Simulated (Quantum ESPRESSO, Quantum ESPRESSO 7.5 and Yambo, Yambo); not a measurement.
**A GW chain in Yambo: InP (F-43m)**

Wanted: ground state, empty states, screening and self-energy for InP (F-43m).

Calculated with Quantum ESPRESSO 7.5 and Yambo 5.3.0; PBE and many-body steps on it, plane waves.

## Step 1: Set-up

The structure is cubic, space group F-43m (No. 216). The conventional cell has a = 5.869 Å, b = 5.869 Å, c = 5.869 Å, α = 90.00°, β = 90.00°, γ = 90.00°. Nearest to In lie 4 P at 2.54 Å. Nearest to P lie 4 In at 2.54 Å. Farther neighbours are not listed.

The cell and positions come from the Crystallography Open Database and are kept as given unless a step says otherwise.

## Step 2: Ground state

This step: Quantum ESPRESSO 7.5; DFT, PBE with spin-orbit coupling, plane waves, norm-conserving pseudopotentials.

The ground-state density comes first.

File pw.in:

```
&control
  calculation = 'scf'
  prefix = 'x'
  outdir = 'o'
  pseudo_dir = 'pseudo'
/
&system
  ibrav = 0
  nat = 2
  ntyp = 2
  ecutwfc = 80.0
  nbnd = 36
  force_symmorphic = .true.
  noncolin = .true.
  lspinorb = .true.
/
&electrons
  conv_thr = 1e-10
  electron_maxstep = 80
  mixing_beta = 0.5
/
ATOMIC_SPECIES
  In 114.82 In.upf
  P 30.974 P.upf
CELL_PARAMETERS angstrom
  -0.0000000000 2.9343500000 2.9343500000
  2.9343500000 -0.0000000000 2.9343500000
  2.9343500000 2.9343500000 -0.0000000000
ATOMIC_POSITIONS crystal
  In 0.0000000000 0.0000000000 0.0000000000
  P 0.2500000000 0.2500000000 0.2500000000
K_POINTS automatic
  6 6 6 0 0 0
```

Launch:

```
$ OMP_NUM_THREADS=1 mpirun -n 4 pw.x -nk 4 -in pw.in > pw.out
```

The program printed:

```text
Program PWSCF v.7.5 starts

     This program is part of the open-source Quantum ESPRESSO suite
     for quantum simulation of materials; please cite
         "P. Giannozzi et al., J. Phys.:Condens. Matter 21 395502 (2009);
         "P. Giannozzi et al., J. Phys.:Condens. Matter 29 465901 (2017);
         "P. Giannozzi et al., J. Chem. Phys. 152 154105 (2020);
     in publications or presentations arising from this work. More details at
     Message from routine setup:
     using ibrav=0 with symmetry is DISCOURAGED, use correct ibrav instead

     G-vector sticks info

     bravais-lattice index     =            0
     lattice parameter (alat)  =       7.8420  a.u.
     unit-cell volume          =     341.0062 (a.u.)^3
     number of atoms/cell      =            2
     number of atomic types    =            2
     number of electrons       =        26.00
     number of Kohn-Sham states=           36
     kinetic-energy cutoff     =      80.0000  Ry
     charge density cutoff     =     320.0000  Ry
     scf convergence threshold =      1.0E-10
     mixing beta               =       0.5000
     number of iterations used =            8  plain     mixing
     Exchange-correlation= PBE
                           (   1   4   3   4   0   0   0)
     Non magnetic calculation with spin-orbit

     celldm(1)=   7.841981  celldm(2)=   0.000000  celldm(3)=   0.000000
     celldm(4)=   0.000000  celldm(5)=   0.000000  celldm(6)=   0.000000

     crystal axes: (cart. coord. in units of alat)
               a(1) = (  -0.000000   0.707107   0.707107 )
               a(2) = (   0.707107  -0.000000   0.707107 )
               a(3) = (   0.707107   0.707107  -0.000000 )

     reciprocal axes: (cart. coord. in units 2 pi/alat)
               b(1) = ( -0.707107  0.707107  0.707107 )
               b(2) = (  0.707107 -0.707107  0.707107 )
               b(3) = (  0.707107  0.707107 -0.707107 )
     Pseudo is Norm-conserving + core correction, Zval = 21.0
     Generated using ONCVPSP code by D. R. Hamann
     Using radial grid of 1986 points, 10 beta functions with:
     Pseudo is Norm-conserving + core correction, Zval =  5.0
     Generated using ONCVPSP code by D. R. Hamann
     Using radial grid of 1298 points, 10 beta functions with:
     In               21.00   114.82000     In( 1.00)
     P                 5.00    30.97400     P ( 1.00)

     24 Sym. Ops. (no inversion) found

   Cartesian axes

     site n.     atom                  positions (alat units)
         1        In     tau(   1) = (   0.0000000   0.0000000   0.0000000  )
         2        P      tau(   2) = (   0.3535534   0.3535534   0.3535534  )

     number of k points=    16
                       cart. coord. in units 2pi/alat
        k(    1) = (   0.0000000   0.0000000   0.0000000), wk =   0.0046296
        k(    2) = (   0.1178511   0.1178511  -0.1178511), wk =   0.0370370
        k(    3) = (   0.2357023   0.2357023  -0.2357023), wk =   0.0370370
        k(    4) = (  -0.3535534  -0.3535534   0.3535534), wk =   0.0185185
        k(    5) = (   0.2357023   0.0000000  -0.0000000), wk =   0.0277778
        k(    6) = (   0.3535534   0.1178511  -0.1178511), wk =   0.1111111
        k(    7) = (  -0.2357023  -0.4714045   0.4714045), wk =   0.1111111
        k(    8) = (  -0.1178511  -0.3535534   0.3535534), wk =   0.1111111
        k(    9) = (   0.0000000  -0.2357023   0.2357023), wk =   0.0555556
        k(   10) = (   0.4714045   0.0000000  -0.0000000), wk =   0.0277778
     [... 4 further rows ...]
        k(   15) = (  -0.1178511  -0.3535534   0.5892557), wk =   0.1111111
        k(   16) = (  -0.7071068   0.2357023   0.0000000), wk =   0.0555556

     Dense  grid:    33079 G-vectors     FFT dimensions: (  45,  45,  45)

     Initial potential from superposition of free atoms

     starting charge      25.9959, renormalised to      26.0000
     Starting wfcs are   34 randomized atomic wfcs +    2 random wfcs

     per-process dynamical memory:    63.3 Mb

     Self-consistent Calculation

     iteration #  1     ecut=    80.00 Ry     beta= 0.50

     Threshold (ethr) on eigenvalues was too large:
     Diagonalizing with lowered threshold

     total energy              =    -412.70449704 Ry
     estimated scf accuracy    <       0.10691512 Ry

     iteration #  2     ecut=    80.00 Ry     beta= 0.50

     total energy              =    -412.72772019 Ry
     estimated scf accuracy    <       0.00824952 Ry

     iteration #  3     ecut=    80.00 Ry     beta= 0.50

     total energy              =    -412.72856527 Ry
     estimated scf accuracy    <       0.00140824 Ry

     iteration #  4     ecut=    80.00 Ry     beta= 0.50

     total energy              =    -412.72861405 Ry
     estimated scf accuracy    <       0.00002970 Ry

     iteration #  5     ecut=    80.00 Ry     beta= 0.50

     total energy              =    -412.72862189 Ry
     estimated scf accuracy    <       0.00000137 Ry

     iteration #  6     ecut=    80.00 Ry     beta= 0.50

     total energy              =    -412.72862237 Ry
     estimated scf accuracy    <       0.00000022 Ry

     iteration #  7     ecut=    80.00 Ry     beta= 0.50

     total energy              =    -412.72862242 Ry
     estimated scf accuracy    <          3.0E-09 Ry

     iteration #  8     ecut=    80.00 Ry     beta= 0.50

     total energy              =    -412.72862243 Ry
     estimated scf accuracy    <          6.0E-10 Ry

     iteration #  9     ecut=    80.00 Ry     beta= 0.50

     End of self-consistent calculation

          k = 0.0000 0.0000 0.0000 (  4111 PWs)   bands (ev):

  -106.6719-106.6719 -69.7790 -69.7790 -63.1343 -63.1343 -63.1343 -63.1343
    -6.3711  -6.3711  -6.3711  -6.3711  -5.5878  -5.5878  -5.4866  -5.4866
    -5.4866  -5.4866  -3.2276  -3.2276   8.1958   8.1958   8.2946   8.2946
     8.2946   8.2946   8.9539   8.9539  12.0429  12.0429  12.4983  12.4983
    12.4983  12.4983  16.8426  16.8427

          k = 0.1179 0.1179-0.1179 (  4101 PWs)   bands (ev):

  -106.6719-106.6719 -69.7790 -69.7790 -63.1343 -63.1343 -63.1343 -63.1343
    -6.3754  -6.3754  -6.3725  -6.3639  -5.5910  -5.5910  -5.4993  -5.4993
    -5.4816  -5.4709  -2.9154  -2.9154   6.0812   6.0812   7.9168   7.9168
     7.9945   8.0074  10.0491  10.0491  12.5468  12.5468  12.8507  12.8507
    12.9227  12.9272  16.8656  16.8681

          k = 0.2357 0.2357-0.2357 (  4128 PWs)   bands (ev):

  -106.6719-106.6719 -69.7791 -69.7791 -63.1344 -63.1344 -63.1343 -63.1343
    -6.3865  -6.3865  -6.3673  -6.3588  -5.5937  -5.5937  -5.5202  -5.5202
    -5.4597  -5.4490  -2.1118  -2.1118   3.7119   3.7119   7.4363   7.4363
     7.5362   7.5475   9.9081   9.9081  13.0150  13.0150  13.2236  13.2283
    14.5358  14.5358  17.1701  17.1705

          k =-0.3536-0.3536 0.3536 (  4140 PWs)   bands (ev):

     [... further k-points ...]

     highest occupied, lowest unoccupied level (ev):     8.2946    8.9539

!    total energy              =    -412.72862243 Ry
     estimated scf accuracy    <          4.9E-12 Ry

     The total energy is the sum of the following terms:
     one-electron contribution =    -293.67546801 Ry
     hartree contribution      =     149.07325487 Ry
     xc contribution           =     -60.29022429 Ry
     ewald contribution        =    -207.83618500 Ry

     convergence has been achieved in   9 iterations

     XML data file, charge density, pseudopotentials, collected wavefunctions

=------------------------------------------------------------------------------=
   JOB DONE.
=------------------------------------------------------------------------------=
```

Elapsed: 25 s, on 4 MPI ranks of Arm Neoverse V1, shared host; peak memory 0.5 GiB.

Numbers from this step:

| Property | Result |
| --- | --- |
| total energy | -5615.4590 eV |
| gap | 0.6593 eV |
| k of the valence top | 0, 0, 0 |
| k of the conduction bottom | 0, 0, 0 |
| least direct gap | 0.6593 eV |

The gap is direct, at Γ.

## Step 3: Bands along the symmetry lines

Levels along a band path, at the cheap level, show where the edges lie and whether the meshes to come will hold them.

File pw.in:

```
&control
  calculation = 'bands'
  prefix = 'x'
  outdir = 'o'
  pseudo_dir = 'pseudo'
/
&system
  ibrav = 0
  nat = 2
  ntyp = 2
  ecutwfc = 80.0
  nbnd = 38
  force_symmorphic = .true.
  noncolin = .true.
  lspinorb = .true.
/
&electrons
  conv_thr = 1e-9
  electron_maxstep = 80
  diago_full_acc = .true.
  diago_thr_init = 5e-6
/
ATOMIC_SPECIES
  In 114.82 In.upf
  P 30.974 P.upf
CELL_PARAMETERS angstrom
  -0.0000000000 2.9343500000 2.9343500000
  2.9343500000 -0.0000000000 2.9343500000
  2.9343500000 2.9343500000 -0.0000000000
ATOMIC_POSITIONS crystal
  In 0.0000000000 0.0000000000 0.0000000000
  P 0.2500000000 0.2500000000 0.2500000000
K_POINTS crystal
  50
  0.00000000 0.00000000 0.00000000 1
  -0.06250000 -0.06250000 0.00000000 1
  -0.12500000 -0.12500000 0.00000000 1
  -0.18750000 -0.18750000 0.00000000 1
  -0.25000000 -0.25000000 0.00000000 1
  -0.31250000 -0.31250000 0.00000000 1
  -0.37500000 -0.37500000 0.00000000 1
  -0.43750000 -0.43750000 0.00000000 1
  -0.50000000 -0.50000000 0.00000000 1
  -0.48437500 -0.48437500 0.03125000 1
  -0.46875000 -0.46875000 0.06250000 1
  -0.45312500 -0.45312500 0.09375000 1
  -0.43750000 -0.43750000 0.12500000 1
  -0.42187500 -0.42187500 0.15625000 1
  -0.40625000 -0.40625000 0.18750000 1
  -0.39062500 -0.39062500 0.21875000 1
  -0.37500000 -0.37500000 0.25000000 1
  -0.37500000 0.00000000 0.37500000 1
  -0.32812500 0.00000000 0.32812500 1
  -0.28125000 0.00000000 0.28125000 1
  -0.23437500 0.00000000 0.23437500 1
  -0.18750000 0.00000000 0.18750000 1
  -0.14062500 0.00000000 0.14062500 1
  -0.09375000 0.00000000 0.09375000 1
  -0.04687500 0.00000000 0.04687500 1
  0.00000000 0.00000000 0.00000000 1
  0.00000000 0.00000000 0.06250000 1
  0.00000000 0.00000000 0.12500000 1
  0.00000000 0.00000000 0.18750000 1
  0.00000000 0.00000000 0.25000000 1
  0.00000000 0.00000000 0.31250000 1
  0.00000000 0.00000000 0.37500000 1
  0.00000000 0.00000000 0.43750000 1
  -0.00000000 -0.00000000 0.50000000 1
  -0.06250000 -0.03125000 0.46875000 1
  -0.12500000 -0.06250000 0.43750000 1
  -0.18750000 -0.09375000 0.40625000 1
  -0.25000000 -0.12500000 0.37500000 1
  -0.31250000 -0.15625000 0.34375000 1
  -0.37500000 -0.18750000 0.31250000 1
  -0.43750000 -0.21875000 0.28125000 1
  -0.50000000 -0.25000000 0.25000000 1
  -0.50000000 -0.28125000 0.21875000 1
  -0.50000000 -0.31250000 0.18750000 1
  -0.50000000 -0.34375000 0.15625000 1
  -0.50000000 -0.37500000 0.12500000 1
  -0.50000000 -0.40625000 0.09375000 1
  -0.50000000 -0.43750000 0.06250000 1
  -0.50000000 -0.46875000 0.03125000 1
  -0.50000000 -0.50000000 0.00000000 1
```

The program printed:

```text
[banner, memory and clock lines left out]
Program PWSCF v.7.5 starts

     Atomic positions and unit cell read from directory:
     o/x.save/

     Message from routine setup:
     using ibrav=0 with symmetry is DISCOURAGED, use correct ibrav instead

     G-vector sticks info

     bravais-lattice index     =            0
     lattice parameter (alat)  =       7.8420  a.u.
     unit-cell volume          =     341.0062 (a.u.)^3
     number of atoms/cell      =            2
     number of atomic types    =            2
     number of electrons       =        26.00
     number of Kohn-Sham states=           38
     kinetic-energy cutoff     =      80.0000  Ry
     charge density cutoff     =     320.0000  Ry
     Exchange-correlation= PBE
                           (   1   4   3   4   0   0   0)
     Non magnetic calculation with spin-orbit

     celldm(1)=   7.841981  celldm(2)=   0.000000  celldm(3)=   0.000000
     celldm(4)=   0.000000  celldm(5)=   0.000000  celldm(6)=   0.000000

     crystal axes: (cart. coord. in units of alat)
               a(1) = (  -0.000000   0.707107   0.707107 )
               a(2) = (   0.707107  -0.000000   0.707107 )
               a(3) = (   0.707107   0.707107  -0.000000 )

     reciprocal axes: (cart. coord. in units 2 pi/alat)
               b(1) = ( -0.707107  0.707107  0.707107 )
               b(2) = (  0.707107 -0.707107  0.707107 )
               b(3) = (  0.707107  0.707107 -0.707107 )
     Pseudo is Norm-conserving + core correction, Zval = 21.0
     Generated using ONCVPSP code by D. R. Hamann
     Using radial grid of 1986 points, 10 beta functions with:
     Pseudo is Norm-conserving + core correction, Zval =  5.0
     Generated using ONCVPSP code by D. R. Hamann
     Using radial grid of 1298 points, 10 beta functions with:
     In               21.00   114.82000     In( 1.00)
     P                 5.00    30.97400     P ( 1.00)

     24 Sym. Ops. (no inversion) found

   Cartesian axes

     site n.     atom                  positions (alat units)
         1        In     tau(   1) = (   0.0000000   0.0000000   0.0000000  )
         2        P      tau(   2) = (   0.3535534   0.3535534   0.3535534  )

     number of k points=    50
                       cart. coord. in units 2pi/alat
        k(    1) = (   0.0000000   0.0000000   0.0000000), wk =   0.0200000
        k(    2) = (   0.0000000   0.0000000  -0.0883883), wk =   0.0200000
        k(    3) = (   0.0000000   0.0000000  -0.1767767), wk =   0.0200000
[...]
[... 38 further rows ...]
        k(   49) = (   0.0441942  -0.0000000  -0.7071068), wk =   0.0200000
        k(   50) = (   0.0000000   0.0000000  -0.7071068), wk =   0.0200000

     Dense  grid:    33079 G-vectors     FFT dimensions: (  45,  45,  45)

     The potential is recalculated from file :
     o/x.save/charge-density

     Starting wfcs are   34 randomized atomic wfcs +    4 random wfcs

     Band Structure Calculation

     End of band structure calculation

          k = 0.0000 0.0000 0.0000 (  4111 PWs)   bands (ev):

  -106.6719-106.6719 -69.7790 -69.7790 -63.1343 -63.1343 -63.1343 -63.1343
    -6.3712  -6.3712  -6.3712  -6.3712  -5.5878  -5.5878  -5.4866  -5.4866
    -5.4866  -5.4866  -3.2276  -3.2276   8.1958   8.1958   8.2946   8.2946
     8.2946   8.2946   8.9539   8.9539  12.0429  12.0429  12.4983  12.4983
    12.4983  12.4983  16.8427  16.8427  17.6719  17.6719

          k = 0.0000 0.0000-0.0884 (  4127 PWs)   bands (ev):

  -106.6719-106.6719 -69.7790 -69.7790 -63.1343 -63.1343 -63.1343 -63.1343
[...]
12.6937  12.6937  17.0341  17.0341  17.1975  17.1975

          k = 0.0000 0.0000-0.1768 (  4112 PWs)   bands (ev):

  -106.6719-106.6719 -69.7791 -69.7791 -63.1343 -63.1343 -63.1343 -63.1343
[...]
13.2087  13.2087  16.0648  16.0648  17.8176  17.8176

          k =-0.0000 0.0000-0.2652 (  4096 PWs)   bands (ev):

[...]
k = 0.0000 0.0000-0.3536 (  4088 PWs)   bands (ev):

[...]
k = 0.0000-0.0000-0.4419 (  4100 PWs)   bands (ev):

[...]
k =-0.0000 0.0000-0.5303 (  4100 PWs)   bands (ev):

[...]
k = 0.0000-0.0000-0.6187 (  4116 PWs)   bands (ev):

[...]
k = 0.5303-0.0000-0.5303 (  4149 PWs)   bands (ev):

[...]
k = 0.0000 0.0000 0.0000 (  4111 PWs)   bands (ev):

[...]
k = 0.1326 0.0000-0.7071 (  4138 PWs)   bands (ev):

[...]
k = 0.0884-0.0000-0.7071 (  4132 PWs)   bands (ev):

[...]
k = 0.0442-0.0000-0.7071 (  4126 PWs)   bands (ev):

  -106.6719-106.6719 -69.7791 -69.7791 -63.1345 -63.1345 -63.1344 -63.1344
[...]
17.5484  17.6224  17.9338  17.9799  19.1114  19.1115

          k = 0.0000 0.0000-0.7071 (  4136 PWs)   bands (ev):

  -106.6719-106.6719 -69.7791 -69.7791 -63.1345 -63.1345 -63.1344 -63.1344
[...]
-5.4427  -5.4427  -0.8671  -0.8671   2.5330   2.5330   5.9033   5.9033
     6.0018   6.0018  10.0301  10.0301  10.5337  10.5337  17.4653  17.4653
    17.6746  17.6746  17.9465  17.9465  19.0380  19.0381

     XML data file, pseudopotentials, collected wavefunctions
```

It took 24 s on 4 MPI ranks; peak memory 0.35 GiB; 94 s of CPU time.

This step gave:

```yaml
gap: 0.6593 eV
k_of_the_valence_top: 0, 0, 0
k_of_the_conduction_bottom: 0, 0, 0
least_direct_gap: 0.6593 eV
```

The gap is 0.659 eV, as in the run before at this level.

The electronic bands at the labelled points (eV, zero at the top of the highest filled band):

| point | band 23 | band 24 | band 25 | band 26 | band 27 | band 28 | band 29 | band 30 |
| --- | --- | --- | --- | --- | --- | --- | --- | --- |
| Γ | 0.00 | 0.00 | 0.00 | 0.00 | 0.66 | 0.66 | 3.75 | 3.75 |
| halfway | -1.48 | -1.48 | -1.39 | -1.39 | 2.45 | 2.45 | 3.09 | 3.09 |
| X | -2.39 | -2.39 | -2.29 | -2.29 | 1.74 | 1.74 | 2.24 | 2.24 |
| halfway | -2.81 | -2.73 | -2.24 | -2.23 | 2.00 | 2.02 | 2.83 | 2.86 |
| U | -3.37 | -3.28 | -1.96 | -1.96 | 2.33 | 2.33 | 4.34 | 4.36 |
| jump to K | -3.37 | -3.28 | -1.96 | -1.96 | 2.33 | 2.33 | 4.34 | 4.36 |
| halfway | -2.08 | -1.99 | -0.61 | -0.59 | 2.79 | 2.79 | 4.54 | 4.73 |
| Γ | 0.00 | 0.00 | 0.00 | 0.00 | 0.66 | 0.66 | 3.75 | 3.75 |
| halfway | -0.64 | -0.64 | -0.55 | -0.53 | 1.75 | 1.75 | 4.61 | 4.61 |
| L | -1.06 | -1.06 | -0.94 | -0.94 | 1.46 | 1.46 | 4.69 | 4.69 |
| halfway | -2.76 | -2.67 | -1.69 | -1.61 | 3.11 | 3.14 | 4.12 | 4.19 |
| W | -3.05 | -2.97 | -2.91 | -2.86 | 4.26 | 4.26 | 4.32 | 4.35 |
| halfway | -2.76 | -2.68 | -2.62 | -2.60 | 2.62 | 2.69 | 3.07 | 3.07 |
| X | -2.39 | -2.39 | -2.29 | -2.29 | 1.74 | 1.74 | 2.24 | 2.24 |

(Part 1 of 3 ends here.)

[Paths, hosts, dates, memory and timing lines, banners, echoed tables and standing remarks are left out of the program output.]

[Logs are printed without paths, hosts, clocks, repeated set-up lines and the standing remarks that a program may print on its own settings, such as how far it seeks lower states.]

[Runs of the session that timed out or met a known fault of the program may be left out.]

[Hosts, paths, dates, database ids (printed as entryN), source tags and the programs' standing remarks are cut or masked in the printed files.]
